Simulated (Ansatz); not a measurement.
**From the elastic tensor of TaC at 5 GPa (stress–strain coefficients) to moduli and sound speeds**

Computed with DFT LDA, scalar-relativistic, plane waves, PAW in Ansatz. Settings: 420 eV plane-wave cutoff, Γ-centred 16×16×16 mesh, Fermi-Dirac smearing of 0.15 eV. No spin polarisation.

It takes space group Fm-3m (No. 225, cubic). Conventional cell: a = 4.395 Å, b = 4.395 Å, c = 4.395 Å, α = 90.00°, β = 90.00°, γ = 90.00°. Ta (site symmetry m-3m) is surrounded by 6 C at 2.20 Å. C (site symmetry m-3m) is surrounded by 6 Ta at 2.20 Å.

In a metal, frequencies and elastic constants depend on the k mesh and the smearing, soft modes and shear constants most. Spin–orbit coupling is left out, which can shift energies with elements as heavy as these.

Relaxed-ion constants (GPa, on the Cartesian axes of the calculation):
C11 = 866.6, C12 = 134.8, C13 = 134.8, C22 = 866.6, C23 = 134.8, C33 = 866.6, C44 = 195.7, C55 = 195.7, C66 = 195.7 GPa; the others vanish.

Density 15.102 g/cm³; 2 atoms in 21.22 Å³.

The values that follow are for a polycrystal of randomly turned grains, by Hill's mean where one number stands.

With S = C⁻¹: B_V = (C11+C22+C33+2(C12+C13+C23))/9, G_V = (C11+C22+C33−C12−C13−C23+3(C44+C55+C66))/15, 1/B_R = S11+S22+S33+2(S12+S13+S23), 15/G_R = 4(S11+S22+S33−S12−S13−S23)+3(S44+S55+S66); Hill is their mean. Then v_l = √((B+4G/3)/ρ), v_t = √(G/ρ), v_m = [(2/v_t³+1/v_l³)/3]^(−1/3) and Θ = (ħ/k_B)·v_m·(6π²n/V)^(1/3) for n atoms in the volume V; E = 9BG/(3B+G), ν = (3B−2G)/(2(3B+G)) and A^U = 5G_V/G_R + B_V/B_R − 6.

```json
{
 "Bulk modulus, Voigt / Reuss / Hill": "378.7 / 378.7 / 378.7 GPa",
 "Shear modulus, Voigt / Reuss / Hill": "263.8 / 240.4 / 252.1 GPa",
 "Young's modulus": "619 GPa",
 "Poisson ratio": "0.228",
 "Pugh ratio B/G": "1.50",
 "Universal anisotropy index": "0.49",
 "Longitudinal and transverse sound speeds": "6880 and 4086 m/s",
 "Debye temperature from the mean sound speed": "613 K"
}
```

Cost: 1 run of about 0.66 core-minutes, on Intel Xeon Platinum 8488C (Sapphire Rapids) (shared hosts).

TaC resists axial strain along the cube axes far more than shear between them: C11 is 866.6 GPa against 195.7 GPa for C44. The cube axes are the Ta–C bond directions, so axial strain directly stretches or compresses the strong pdσ bonds between Ta 5d and C 2p, whereas the C44 shear mainly bends bond angles. The same contrast makes the crystal clearly anisotropic, with Young's modulus largest along ⟨100⟩. C12 lies below C44, which fits directional, non-central bonding despite the metallic character. Compared with a group 4 carbide, TaC has one more valence electron per formula unit; it enters metal-d-derived states beyond the main p–d bonding manifold, which probably helps keep C44 modest.

The low Pugh ratio suggests brittle behaviour, but is no measure of toughness or hardness. Despite the great stiffness, the heavy Ta atoms keep the sound speeds moderate. The constants satisfy the cubic conditions for elastic stability at this pressure, which doesn't exclude phonon instabilities at finite wavevector.
